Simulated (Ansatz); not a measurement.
PbSe in the h-MgO-type structure, relaxed with r2SCAN. It is hexagonal, P6_3/mmc (No. 194); conventional cell a = 5.174 Å, c = 6.213 Å, 36.01 Å³ an atom. Pb has 5 Se at 2.99–3.11 Å; Se has 5 Pb at 2.99–3.11 Å.

```cif
data_structure
_symmetry_space_group_name_H-M 'P6_3/mmc'
_symmetry_Int_Tables_number 194
_cell_length_a 5.1741
_cell_length_b 5.1741
_cell_length_c 6.2133
_cell_angle_alpha 90.000
_cell_angle_beta 90.000
_cell_angle_gamma 120.000
_cell_volume 144.05
loop_
_atom_site_label
_atom_site_type_symbol
_atom_site_symmetry_multiplicity
_atom_site_Wyckoff_symbol
_atom_site_fract_x
_atom_site_fract_y
_atom_site_fract_z
_atom_site_occupancy
Pb1 Pb 2 c 0.33333 0.66667 0.25000 1
Se1 Se 2 d 0.66667 0.33333 0.25000 1
```

The questions ask for values computed with the plane-wave code Ansatz on this geometry. (Calculated; non-magnetic; the phase may be known or hypothetical.)

**Question.** Is there a gap with r2SCAN, and of what kind?

**Answer.** The r2SCAN gap is direct at H: 1.48 eV.

**Question.** Estimate the gap with LDA on 6×6×4.

**Answer.** LDA gives a direct gap of 1.04 eV at H. The gap differs by -0.44 eV from r2SCAN's.

**Question.** How does the gap change from r2SCAN to PBE (6×6×4)?

**Answer.** With PBE the gap is 1.16 eV and direct, at H. The gap differs by -0.32 eV from r2SCAN's.

**Question.** What does PBE+SOC give for the gap (6×6×4 mesh)?

**Answer.** With PBE+SOC the gap is 0.38 eV and direct, at H. Spin-orbit coupling itself accounts for -0.78 eV. The gap differs by -1.10 eV from r2SCAN's.

**Question.** Roughly how does the cost of the LDA run (6×6×4) compare with r2SCAN's (6×6×4)?

**Answer.** About 0.6 times as much (13 core-seconds against 22 core-seconds, on a shared machine).

**Question.** How strongly does the crystal screen a field with clamped ions (PBE)?

**Answer.** ε∞: 8.69 along x and y, 16.20 along z. Born charges, averaged over directions: Pb +3.27, Se -3.27 e.

Only the levels marked +SOC include spin-orbit coupling.
